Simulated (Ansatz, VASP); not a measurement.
Given: the input of a run of VASP 6.6.1 on TlBr.

INCAR

```
  PREC = Accurate
  ENCUT = 520
  EDIFF = 1E-7
  ISMEAR = -1
  SIGMA = 0.05
  LREAL = F
  LASPH = T
  NELM = 80
  ALGO = Normal
  ISIF = 2
  LWAVE = F
  LCHARG = F
  GGA = PS
  NBANDS = 17
```

KPOINTS

```
Automatic mesh
0
Gamma
  7 7 7
```

The input POSCAR:

```
TlBr
1.0
    3.9532877857      0.0000000000      0.0000000000
    0.0000000000      3.9532877857      0.0000000000
    0.0000000000      0.0000000000      3.9532877857
Tl Br
1 1
Direct
    0.0000000000      0.0000000000      0.0000000000
    0.5000000000      0.5000000000      0.5000000000
```

Potentials or basis: VASP PAW PBE potentials, release 64 (Tl_d, Br).

Launch:

```sh
$ cat potpaw_PBE.64/Tl_d/POTCAR potpaw_PBE.64/Br/POTCAR > POTCAR
$ mpirun -np 1 vasp_std > vasp.out
```

Task: Set up the same calculation for Ansatz 0.2.0. Potentials there: Ansatz PAW.

Result: As run (the cutoff follows the program's own potentials):

Contents of input.yaml:

```yaml
crystal:
  lattice:
    - [3.9532877857, 0.0, 0.0]
    - [0.0, 3.9532877857, 0.0]
    - [0.0, 0.0, 3.9532877857]
  atoms:
    - { symbol: Tl, position: [0.0, 0.0, 0.0] }
    - { symbol: Br, position: [0.5, 0.5, 0.5] }
hamiltonian:
  xc: pbesol
  pseudopotentials: { kind: paw }
kpoints:
  mp_grid: { grid: [7, 7, 7] }
scf:
  occupations: { method: fermi_dirac, width: 0.05 }
output:
  forces: true
  stress: true
  eigenvalues: true
```

Potentials or basis: Ansatz PAW.

Command:

```console
$ ansatz run input.yaml --threads 1 --pin off --max-ram 3584MiB --backend cpu --events-out ev --progress --plain --runs-dir out
```

Both were run:

|  | VASP | Ansatz | Ansatz less VASP |
| --- | --- | --- | --- |
| gap on the k mesh at the Fermi level (eV) | 2.16 | 2.16 | -0.003 |
| least direct gap on the mesh (eV) | 2.16 | 2.16 | -0.003 |
| pressure (GPa) | -0.8 | -0.7 | +0.03 |

The functional is the same, so the differences come from potentials, cutoffs and numerics.

Caveats: spin-orbit coupling is left out, which as a rule narrows the gap of such compounds by several tenths of an eV; the PAW data sets were made with another functional, which shifts forces and pressure a little (VASP); an odd mesh through Γ misses points on the zone boundary, where band edges often lie (VASP); odd divisions of the mesh miss points on the zone boundary, where band edges often lie, so the gap on the mesh can be too wide (Ansatz); the PAW data sets come from PBE, with cores solved anew for the run's functional, which leaves a small shift of forces and pressure (Ansatz).
